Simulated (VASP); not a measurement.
# Sb2Pt (Pa-3) in VASP: notebook

The runs below take Sb2Pt through single point, relaxation of cell and atoms, with r2SCAN, PBE.

Everything below comes from runs of VASP 6.6.1. Logs are shortened: lines on timing, memory, paths and dates and some standing lists are left out, and cuts for length are marked.

**Experimental background.**

A printed reference work, data compilation reports, for a bulk crystal of Sb2Pt: band gap 0.11 eV.

How close the calculation comes is told below.

**1. The cell of the first run**

Symmetry: Pa-3, No. 205, cubic system. The conventional cell has a = 6.507 Å, b = 6.507 Å, c = 6.507 Å, α = 90.00°, β = 90.00°, γ = 90.00°. Within 3.7 Å of Sb (site symmetry 3) lie 3 Pt at 2.70 Å and 7 Sb at 2.80 to 3.64 Å. Within 3.6 Å of Pt (site symmetry -3) lie 6 Sb at 2.70 Å.

**2. Single point, r2SCAN**

File POSCAR:

```
Sb2Pt
1.0
    6.5065554916      0.0000000000      0.0000000000
    0.0000000000      6.5065554916      0.0000000000
    0.0000000000      0.0000000000      6.5065554916
Sb Pt
8 4
Direct
    0.3755526315      0.3755526315      0.3755526315
    0.1244473685      0.6244473685      0.8755526315
    0.8755526315      0.1244473685      0.6244473685
    0.6244473685      0.8755526315      0.1244473685
    0.6244473685      0.6244473685      0.6244473685
    0.8755526315      0.3755526315      0.1244473685
    0.1244473685      0.8755526315      0.3755526315
    0.3755526315      0.1244473685      0.8755526315
    0.0000000000      0.0000000000      0.0000000000
    0.5000000000      0.0000000000      0.5000000000
    0.5000000000      0.5000000000      0.0000000000
    0.0000000000      0.5000000000      0.5000000000
```

File INCAR.step1:

```
SYSTEM = Sb2Pt
PREC = Accurate ; ENCUT = 520
ISMEAR = -1 ; SIGMA = 0.02
LREAL = .FALSE. ; LASPH = .TRUE.
NELM = 100 ; NBANDS = 52
GGA = PE ; ALGO = Normal
EDIFF = 1E-4 ; LWAVE = .TRUE.
LCHARG = .FALSE.
```

File INCAR.step2:

```
SYSTEM = Sb2Pt
PREC = Accurate ; ENCUT = 520
EDIFF = 1E-7 ; ISMEAR = -1
SIGMA = 0.02 ; LREAL = .FALSE.
LASPH = .TRUE. ; NELM = 100
ALGO = Normal ; ISIF = 2
LWAVE = .FALSE. ; LCHARG = .FALSE.
METAGGA = R2SCAN ; LMIXTAU = .TRUE.
NBANDS = 52 ; ISTART = 1
```

File KPOINTS:

```
regular mesh
0
G
  4 4 4
  0 0 0
```

Potentials or basis: VASP PAW PBE potentials, release 64 (Sb, Pt).

Run with:

```bash
$ cat potpaw_PBE.64/Sb/POTCAR potpaw_PBE.64/Pt/POTCAR > POTCAR
$ cp INCAR.step1 INCAR
$ mpirun -np 1 vasp_std > vasp.out
$ cp INCAR.step2 INCAR
$ mpirun -np 1 vasp_std > vasp.out
```

OUTCAR:

```text
SYSTEM = Sb2Pt
   PREC = Accurate
   ENCUT = 520
   EDIFF = 1E-7
   ISMEAR = -1
   LREAL = .FALSE.
   LASPH = .TRUE.
   NELM = 100
   ISIF = 2
   METAGGA = R2SCAN
   ISTART = 1

 ion  position               nearest neighbor table
   1  0.376  0.376  0.376-  10 2.70  11 2.70  12 2.70   5 2.80   6 3.64   7 3.64   8 3.64   8 3.64
                             7 3.64   6 3.64
   2  0.124  0.624  0.876-   9 2.70  11 2.70  12 2.70   6 2.80   5 3.64   7 3.64   8 3.64   7 3.64
                             8 3.64   5 3.64
   3  0.876  0.124  0.624-   9 2.70  10 2.70  12 2.70   7 2.80   6 3.64   5 3.64   8 3.64   6 3.64
                             5 3.64   8 3.64
   4  0.624  0.876  0.124-   9 2.70  10 2.70  11 2.70   8 2.80   6 3.64   7 3.64   5 3.64   5 3.64
                             6 3.64   7 3.64
   5  0.624  0.624  0.624-  10 2.70  11 2.70  12 2.70   1 2.80   2 3.64   3 3.64   4 3.64   4 3.64
                             3 3.64   2 3.64
   6  0.876  0.376  0.124-   9 2.70  11 2.70  12 2.70   2 2.80   1 3.64   3 3.64   4 3.64   3 3.64
                             4 3.64   1 3.64
   7  0.124  0.876  0.376-   9 2.70  10 2.70  12 2.70   3 2.80   2 3.64   1 3.64   4 3.64   2 3.64
                             1 3.64   4 3.64
   8  0.376  0.124  0.876-   9 2.70  10 2.70  11 2.70   4 2.80   2 3.64   3 3.64   1 3.64   1 3.64
                             2 3.64   3 3.64
   9  0.000  0.000  0.000-   2 2.70   3 2.70   4 2.70   6 2.70   7 2.70   8 2.70
  10  0.500  0.000  0.500-   1 2.70   3 2.70   4 2.70   5 2.70   7 2.70   8 2.70
  11  0.500  0.500  0.000-   1 2.70   2 2.70   4 2.70   5 2.70   6 2.70   8 2.70
  12  0.000  0.500  0.500-   1 2.70   2 2.70   3 2.70   5 2.70   6 2.70   7 2.70

  LATTYP: Found a simple cubic cell.
 ALAT       =     6.5065554916

  Lattice vectors:

 A1 = (   6.5065554916,   0.0000000000,   0.0000000000)
 A2 = (   0.0000000000,   6.5065554916,   0.0000000000)
 A3 = (   0.0000000000,   0.0000000000,   6.5065554916)

Analysis of symmetry for initial positions (statically):
=====================================================================
 Subroutine PRICEL returns:
 Original cell was already a primitive cell.

 Routine SETGRP: Setting up the symmetry group for a
 simple cubic supercell.

 Subroutine GETGRP returns: Found 24 space group operations
 (whereof  6 operations were pure point group operations)
 out of a pool of 48 trial point group operations.

The static configuration has the point symmetry S_6 .
 The point group associated with its full space group is T_h .

Analysis of symmetry for dynamics (positions and initial velocities):
=====================================================================
 Subroutine PRICEL returns:
 Original cell was already a primitive cell.

 Routine SETGRP: Setting up the symmetry group for a
 simple cubic supercell.

 Subroutine GETGRP returns: Found 24 space group operations
 (whereof  6 operations were pure point group operations)
 out of a pool of 48 trial point group operations.

The dynamic configuration has the point symmetry S_6 .
 The point group associated with its full space group is T_h .

 Subroutine INISYM returns: Found 24 space group operations
 (whereof  6 operations are pure point group operations),
 and found     1 'primitive' translations

----------------------------------------------------------------------------------------

                                     Primitive cell

  volume of cell :     275.4567

  direct lattice vectors                    reciprocal lattice vectors
     6.506555492  0.000000000  0.000000000     0.153691151  0.000000000  0.000000000
     0.000000000  6.506555492  0.000000000     0.000000000  0.153691151  0.000000000
     0.000000000  0.000000000  6.506555492     0.000000000  0.000000000  0.153691151

  length of vectors
     6.506555492  6.506555492  6.506555492     0.153691151  0.153691151  0.153691151

  position of ions in fractional coordinates (direct lattice)
     0.375552631  0.375552631  0.375552631
     0.124447369  0.624447369  0.875552631
     0.875552631  0.124447369  0.624447369
     0.624447369  0.875552631  0.124447369
     0.624447369  0.624447369  0.624447369
     0.875552631  0.375552631  0.124447369
[... 29 lines left out ...]

 Generating k-lattice:

  Cartesian coordinates                     Fractional coordinates (reciprocal lattice)
     0.038422788  0.000000000  0.000000000     0.250000000  0.000000000  0.000000000
     0.000000000  0.038422788  0.000000000     0.000000000  0.250000000  0.000000000
     0.000000000  0.000000000  0.038422788     0.000000000  0.000000000  0.250000000

  Length of vectors
     0.038422788  0.038422788  0.038422788

  Shift w.r.t. Gamma in fractional coordinates (k-lattice)
     0.000000000  0.000000000  0.000000000

 Subroutine IBZKPT returns following result:
 ===========================================

 Found     11 irreducible k-points:

 Following reciprocal coordinates:
            Coordinates               Weight
  0.000000  0.000000  0.000000      1.000000
  0.250000  0.000000  0.000000      6.000000
  0.500000  0.000000  0.000000      3.000000
  0.250000  0.250000  0.000000     12.000000
  0.500000  0.250000  0.000000      6.000000
 -0.250000  0.500000  0.000000      6.000000
  0.500000  0.500000  0.000000      3.000000
  0.250000  0.250000  0.250000      8.000000
  0.500000  0.250000  0.250000     12.000000
  0.500000  0.500000  0.250000      6.000000
  0.500000  0.500000  0.500000      1.000000
   k-points           NKPTS =     11   k-points in BZ     NKDIM =     11   number of bands    NBANDS=     52
   number of dos      NEDOS =    301   number of ions     NIONS =     12
   total plane-waves  NPLWV = 110592
   dimension x,y,z NGX =    48 NGY =   48 NGZ =   48
   dimension x,y,z NGXF=    96 NGYF=   96 NGZF=   96
   ions per type =               8   4
   NGX,Y,Z   is equivalent  to a cutoff of  12.26, 12.26, 12.26 a.u.
   NGXF,Y,Z  is equivalent  to a cutoff of  24.53, 24.53, 24.53 a.u.
 SYSTEM =  Sb2Pt
   PREC   = accura    normal or accurate (medium, high low for compatibility)
   ISTART =      1    job   : 0-new  1-cont  2-samecut
   ICHARG =      0    charge: 1-file 2-atom 10-const
   ISPIN  =      1    spin polarized calculation?
   LNONCOLLINEAR =      F non collinear calculations
   LSORBIT =      F    spin-orbit coupling
   LASPH  =      T    aspherical Exc in radial PAW
   ENCUT  =  520.0 eV  38.22 Ry    6.18 a.u.  12.10 12.10 12.10*2*pi/ulx,y,z
   NELM   =    100;   NELMIN=  2; NELMDL=  0     # of ELM steps
   EDIFF  = 0.1E-06   stopping-criterion for ELM
   LREAL  =      F    real-space projection
   EDIFFG = 0.1E-05   stopping-criterion for IOM
   NSW    =      0    number of steps for IOM
   IBRION =     -1    ionic relax: 0-MD 1-quasi-New 2-CG
   NFREE  =      0    steps in history (QN), initial steepest desc. (CG)
   ISIF   =      2    stress and relaxation
   ISYM   =      2    0-nonsym 1-usesym 2-fastsym
   POTIM  = 0.5000    time-step for ionic-motion
   TEBEG  =    0.0;   TEEND  =   0.0 temperature during run
   PSTRESS=    0.0 pullay stress
   NELECT =      80.0000    total number of electrons
   NUPDOWN=      -1.0000    fix difference up-down
   EMIN   =  10.00;   EMAX   =-10.00  energy-range for DOS
   EFERMI =   0.00;   METHOD = LEGACY
   ISMEAR =    -1;   SIGMA  =   0.02  broadening in eV -4-tet -1-fermi 0-gaus
   EFERMI_NEDOS =   21; number of points for ismear=-14 and -15
   IALGO  =     38    algorithm
   IMIX   =      4    mixing-type and parameters
     AMIX     =   0.40;   BMIX     =  1.00
     AMIX_MAG =   1.60;   BMIX_MAG =  1.00
  volume/ion in A,a.u.               =      22.95       154.91
  Fermi-wavevector in a.u.,A,eV,Ry     =   1.084144  2.048735 15.991859  1.175368
  Thomas-Fermi vector in A             =   2.220227
   LORBIT       =      0    0 simple, 1 ext, 2 COOP (PROOUT), +10 PAW based schemes
   METAGGA = R2SCAN    functional components
   LHFCALC =     F    Hartree Fock is set to
   AEXX    =    0.0000 exact exchange contribution
   IVDW    =     0    specifies the selected vdW correction
   LEPSILON=     F    determine dielectric tensor
   LRPA    =     F    only Hartree local field effects (RPA)
 non-spin polarized calculation
  energy-cutoff  :      520.00
  volume of cell :      275.46
 maximum number of plane-waves:      7464
   NGX = 25   NGY = 25   NGZ = 25

 number of electron      79.9999978 magnetization

 Free energy of the ion-electron system (eV)
  ---------------------------------------------------
  ext. energy  EPLUGINS =         0.00000000
  ---------------------------------------------------
  free energy    TOTEN  =      -418.11816395 eV

  energy without entropy =     -418.11305019  energy(sigma->0) =     -418.11560707

 E-fermi :   8.8165     XC(G=0): -11.4597

 val. band max:        8.8038945493   @ k =   0.5000   0.5000   0.5000
 cond. band min:       8.8179766350   @ k =   0.2500   0.0000   0.0000
 fundamental gap:      0.0140820857
 Fermi energy:         8.8165296825

 k-point     1 :       0.0000    0.0000    0.0000
  band No.  band energies     occupation
      1      -4.2752      2.00000
      2      -1.9877      2.00000
      3      -1.9877      2.00000
      4      -1.9877      2.00000
      5      -0.3790      2.00000
      6      -0.3790      2.00000
[... 594 lines left out ...]
     51      11.7415      0.00000
     52      11.7415      0.00000

------------------------ aborting loop because EDIFF is reached ----------------------------------------

  FORCE on cell =-STRESS in cart. coord.  units (eV):
  Direction    XX          YY          ZZ          XY          YZ          ZX
  --------------------------------------------------------------------------------------
  -------------------------------------------------------------------------------------
  Total       -0.2091437     -0.2091437     -0.2091437     -0.0000000      0.0000000      0.0000000
  in kB       -1.2164716     -1.2164716     -1.2164716     -0.0000000      0.0000000      0.0000000
  external PRESSURE =      -1.2164716 kB  Pullay stress =       0.0000000 kB

 VOLUME and BASIS-vectors are now :
 -----------------------------------------------------------------------------
  energy-cutoff  :      520.00
  volume of cell :      275.46
      direct lattice vectors                 reciprocal lattice vectors
     6.506555492  0.000000000  0.000000000     0.153691151  0.000000000  0.000000000
     0.000000000  6.506555492  0.000000000     0.000000000  0.153691151  0.000000000
     0.000000000  0.000000000  6.506555492     0.000000000  0.000000000  0.153691151

 POSITION                                       TOTAL-FORCE (eV/Angst)
 -----------------------------------------------------------------------------------
      2.44355      2.44355      2.44355        -0.016905     -0.016905     -0.016905
      0.80972      4.06300      5.69683         0.016905      0.016905     -0.016905
      5.69683      0.80972      4.06300        -0.016905      0.016905      0.016905
      4.06300      5.69683      0.80972         0.016905     -0.016905      0.016905
      4.06300      4.06300      4.06300         0.016905      0.016905      0.016905
      5.69683      2.44355      0.80972        -0.016905     -0.016905      0.016905
      0.80972      5.69683      2.44355         0.016905     -0.016905     -0.016905
      2.44355      0.80972      5.69683        -0.016905      0.016905     -0.016905
      0.00000      0.00000      0.00000         0.000000     -0.000000     -0.000000
      3.25328      0.00000      3.25328         0.000000     -0.000000     -0.000000
      3.25328      3.25328      0.00000         0.000000     -0.000000     -0.000000
      0.00000      3.25328      3.25328         0.000000     -0.000000     -0.000000
 -----------------------------------------------------------------------------------
    total drift:                               -0.000000      0.000000     -0.000000

  FREE ENERGIE OF THE ION-ELECTRON SYSTEM (eV)
  ---------------------------------------------------
  free  energy   TOTEN  =      -418.1181639518 eV

  energy  without entropy=     -418.1130501857  energy(sigma->0) =     -418.11560707
```

Run time: 3.7 min. Hardware: 1 thread of Intel Xeon 6975P-C (Granite Rapids), shared host; peak memory 0.43 GiB.

Results:

* Free energy: -418.1182 eV
* Pressure: -0.1 GPa
* Largest force: 0.029 eV/Å
* Band gap on the k mesh: zero (bands 40 and 41 overlap by 0.01 eV)

Forces on the atoms (eV/Å):
```
Sb  -0.017 -0.017 -0.017
Sb   0.017  0.017 -0.017
Sb  -0.017  0.017  0.017
Sb   0.017 -0.017  0.017
Sb   0.017  0.017  0.017
Sb  -0.017 -0.017  0.017
Sb   0.017 -0.017 -0.017
Sb  -0.017  0.017 -0.017
Pt   0.000  0.000  0.000
Pt   0.000  0.000  0.000
Pt   0.000  0.000  0.000
Pt   0.000  0.000  0.000
```

Caveat: the PAW data sets were made with another functional, which shifts forces and pressure a little; spin-orbit coupling is left out, which moves the levels of the heavy elements.

**3. Relaxation of cell and atoms, PBE**

This run uses another cell than the first one, of 22.28 Å³/atom.

File INCAR:

```
SYSTEM = Sb2Pt
ALGO = Normal ; EDIFF = 1E-6
EDIFFG = -0.005 ; ENCUT = 600
GGA = PE ; IBRION = 2
ISIF = 3 ; ISMEAR = -1
LASPH = .TRUE. ; LCHARG = .FALSE.
LREAL = .FALSE. ; LWAVE = .FALSE.
NELM = 100 ; NSW = 80
PREC = Accurate ; SIGMA = 0.02
```

File KPOINTS:

```
k-points
0
G
  4 4 4
  0 0 0
```

File POSCAR:

```
Sb2Pt
1.0
    6.4423000000      0.0000000000      0.0000000000
    0.0000000000      6.4423000000      0.0000000000
    0.0000000000      0.0000000000      6.4423000000
Sb Pt
8 4
Direct
    0.3753000000      0.3753000000      0.3753000000
    0.1247000000      0.6247000000      0.8753000000
    0.8753000000      0.1247000000      0.6247000000
    0.6247000000      0.8753000000      0.1247000000
    0.6247000000      0.6247000000      0.6247000000
    0.8753000000      0.3753000000      0.1247000000
    0.1247000000      0.8753000000      0.3753000000
    0.3753000000      0.1247000000      0.8753000000
    0.0000000000      0.0000000000      0.0000000000
    0.5000000000      0.0000000000      0.5000000000
    0.5000000000      0.5000000000      0.0000000000
    0.0000000000      0.5000000000      0.5000000000
```

Potentials or basis: VASP PAW PBE potentials, release 64 (Sb, Pt).

Run with:

```bash
$ cat potpaw_PBE.64/Sb/POTCAR potpaw_PBE.64/Pt/POTCAR > POTCAR
$ mpirun -np 1 vasp_std > vasp.out
```

Wall time 6.9 min (1 thread of Intel Xeon 6975P-C (Granite Rapids), shared host); peak memory 0.5 GiB.

Results (log left out):

```yaml
Free_energy: -63.2752 eV
Relaxed_volume: 23.41 Å³/atom
Relaxed_cell: a = 6.549 Å, b = 6.549 Å, c = 6.549 Å, α = 90.00°, β = 90.00°, γ = 90.00°
Space_group_after_relaxing_to_0.1_Å: Pa-3 (No. 205)
Energy_gained_by_relaxing: 20.6 meV/atom
Ionic_steps: 6
Pressure_after_relaxing: 0.0 GPa
Band_gap_on_the_k_mesh: zero (bands 40 and 41 overlap by 0.25 eV)
```

Step by step:
```csv
step,energy change (eV),largest force (eV/Å),pressure (GPa),volume (Å³)
1,0.0000,0.1623,6.01,267.38
2,0.1652,0.0807,-6.13,301.03
3,-0.2463,0.0429,-0.10,281.29
4,-0.2464,0.0450,0.01,281.01
5,-0.2469,0.0189,0.02,280.96
6,-0.2470,0.0007,0.03,280.93
```

Final structure:
```
CELL_PARAMETERS angstrom
6.54934 0.00000 0.00000
0.00000 6.54934 0.00000
0.00000 0.00000 6.54934
ATOMIC_POSITIONS crystal
Sb 0.37471 0.37471 0.37471
Sb 0.12529 0.62529 0.87471
Sb 0.87471 0.12529 0.62529
Sb 0.62529 0.87471 0.12529
Sb 0.62529 0.62529 0.62529
Sb 0.87471 0.37471 0.12529
Sb 0.12529 0.87471 0.37471
Sb 0.37471 0.12529 0.87471
Pt 0.00000 0.00000 0.00000
Pt 0.50000 0.00000 0.50000
Pt 0.50000 0.50000 0.00000
Pt 0.00000 0.50000 0.50000
```

Levels at points of the mesh, in eV from the Fermi level:
| k point | band 36 | band 37 | band 38 | band 39 | band 40 | band 41 | band 42 | band 43 | band 44 | band 45 |
| --- | --- | --- | --- | --- | --- | --- | --- | --- | --- | --- |
| (0.00, 0.00, 0.00) | -2.23 | -1.70 | -0.46 | -0.46 | -0.46 | -0.03 | -0.03 | -0.03 | 0.98 | 3.15 |
| (0.50, 0.00, 0.00) | -1.73 | -1.35 | -1.35 | -0.61 | -0.61 | 0.78 | 0.78 | 1.46 | 1.46 | 2.21 |
| (0.50, 0.50, 0.00) | -1.71 | -0.67 | -0.67 | -0.67 | -0.67 | 1.65 | 1.65 | 1.65 | 1.65 | 1.80 |
| (0.50, 0.50, 0.50) | -1.14 | -0.58 | -0.58 | -0.58 | -0.58 | -0.15 | -0.15 | -0.15 | -0.15 | 2.54 |

Caveat: spin-orbit coupling is left out, which moves the levels of the heavy elements. Zero-point motion and thermal expansion aren't in these numbers.

**4. How close it comes**

Step 2. Against the measured gap of Sb2Pt, 0.11 eV (a printed reference work, data compilation), the calculated 0.00 eV is off by -0.11 eV. Spin-orbit coupling on Pt, Sb is left out. The value is that of r2SCAN on a finite k mesh, which can miss the band edges, without temperature or zero-point motion.

The gap in the log of VASP goes by the Fermi energy; the results here count the filled bands.